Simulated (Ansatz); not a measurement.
PtSb2 (CdI2-type structure)

Level of theory: DFT, PBE, scalar-relativistic, no spin polarisation; plane waves to 420 eV with PAW datasets (Ansatz 0.2.0), Γ-centred 10×10×6 mesh, 0.05 eV Gaussian smearing; PAW files: Ansatz's generated set soft_2.

```cif
data_structure
_symmetry_space_group_name_H-M 'P 1'
_symmetry_Int_Tables_number 1
_cell_length_a 4.0600
_cell_length_b 4.0600
_cell_length_c 5.2259
_cell_angle_alpha 90.000
_cell_angle_beta 90.000
_cell_angle_gamma 120.000
_cell_volume 74.60
loop_
_atom_site_label
_atom_site_type_symbol
_atom_site_fract_x
_atom_site_fract_y
_atom_site_fract_z
_atom_site_occupancy
Pt1 Pt 0.00000 0.00000 0.00000 1
Sb1 Sb 0.33333 0.66667 0.25841 1
Sb2 Sb 0.66667 0.33333 0.74159 1
```

This is a trial structure; measured cells of the compound in the Crystallography Open Database are in space group Pa-3.

The cell above was scaled in volume, and shape and atoms were relaxed at each volume within its symmetry. Energies are counted from the cell above.

```json
{"V (Å³/atom)": "23.50", "ΔE (meV/atom)": "10.6", "P (GPa)": "2.6"}
{"V (Å³/atom)": "23.87", "ΔE (meV/atom)": "6.0", "P (GPa)": "1.9"}
{"V (Å³/atom)": "24.37", "ΔE (meV/atom)": "1.8", "P (GPa)": "1.0"}
{"V (Å³/atom)": "24.87", "ΔE (meV/atom)": "0.0", "P (GPa)": "0.0"}
{"V (Å³/atom)": "25.36", "ΔE (meV/atom)": "1.6", "P (GPa)": "-1.0"}
{"V (Å³/atom)": "25.86", "ΔE (meV/atom)": "6.1", "P (GPa)": "-1.7"}
{"V (Å³/atom)": "26.61", "ΔE (meV/atom)": "13.7", "P (GPa)": "-1.7"}
{"V (Å³/atom)": "27.35", "ΔE (meV/atom)": "22.8", "P (GPa)": "-2.1"}
```

(1) Can a bulk modulus be trusted from these points?

Answer:

(1) No. A third-order Birch–Murnaghan fit leaves a scatter of 0.43 meV/atom or an implausible B0′ (11.5): the points don't lie on one smooth branch, as happens when the electronic, magnetic or structural state changes along the curve, or when mesh and smearing noise in a metal outweighs the curvature.

For elements this heavy, spin–orbit coupling would shift levels and gaps; it isn't included here.
